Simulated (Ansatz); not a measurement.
SnSe in the zincblende structure, relaxed with r2SCAN, was run in the PAW code Ansatz under altered settings. All numbers are computed, without spin polarisation but where a row says otherwise.

```
Sn Se
1.0
     0.00000    3.36398    3.36398
     3.36398    0.00000    3.36398
     3.36398    3.36398    0.00000
Sn Se
1 1
Cartesian
  0.0000 0.0000 0.0000
  1.6820 1.6820 1.6820
```

The base run's other keys:
```yaml
kpoints:
  mp_grid: { grid: [4, 4, 4] }
hamiltonian:
  xc: hse06
scf:
  occupations: { method: fermi_dirac, width: 0.02 }
  n_extra_bands: 4
```

It takes 18 iterations with 1459 plane waves at 420 eV and 8 k points, and leaves a mean stress of +0.12 GPa. The gap over this mesh is 0.304 eV. It ran on 4 threads of Arm Neoverse N1 (shared host).

Outcomes, with energy and stress as changes against the base:
```
                                  setting    outcome  ΔF (meV/atom)  Δ mean stress (GPa)  gap on the mesh (eV)  iterations  wall time
   PBE hybrid, exx coeff 0.75, unscreened  converged              –                 -0.7                 3.060          30       20 s
PBE hybrid, exx coeff 0.35, omega 0.5 1/Å  converged              –                  0.0                 0.120          20       16 s
   PBE hybrid, exx coeff 0.35, unscreened  converged              –                 -0.2                 1.297          26       17 s
PBE hybrid, exx coeff 0.75, omega 0.5 1/Å  converged              –                 -0.5                 0.297          24       18 s
          scf.occupations: gaussian 0.001  converged            0.0                  0.0                 0.304          29       16 s
```
A dash marks a value that wasn't obtained or can't be compared. Stress is positive in compression. The base took 15 s.

- PBE hybrid, exx coeff 0.75, unscreened. That is 75 % exact exchange, at all ranges, against HSE06's 25 % screened at 0.208 1/Å. The mean stress moves by -0.7 GPa and the gap on the mesh by +2.756 eV (to 3.060). Totals of different functionals aren't comparable.
- PBE hybrid, exx coeff 0.35, omega 0.5 1/Å. That is 35 % exact exchange, screened with ω = 0.5 1/Å, against HSE06's 25 % screened at 0.208 1/Å. The mean stress moves by 0.0 GPa and the gap on the mesh by -0.184 eV (to 0.120). Totals of different functionals aren't comparable.
- PBE hybrid, exx coeff 0.35, unscreened. That is 35 % exact exchange, at all ranges, against HSE06's 25 % screened at 0.208 1/Å. The mean stress moves by -0.2 GPa and the gap on the mesh by +0.992 eV (to 1.297). Totals of different functionals aren't comparable.
- PBE hybrid, exx coeff 0.75, omega 0.5 1/Å. That is 75 % exact exchange, screened with ω = 0.5 1/Å, against HSE06's 25 % screened at 0.208 1/Å. The mean stress moves by -0.5 GPa and the gap on the mesh by -0.007 eV (to 0.297). Totals of different functionals aren't comparable.

Within 1 meV an atom, 0.1 GPa and 0.005 eV of the base stay: scf.occupations: gaussian 0.001.

Spin-orbit coupling is left out, which matters wherever the heavy atoms make up the band edges.

The program warns that its thresholds are loose for a hybrid's stress.

The meshes of the hybrids are coarse, so their gaps aren't converged to the digits shown.
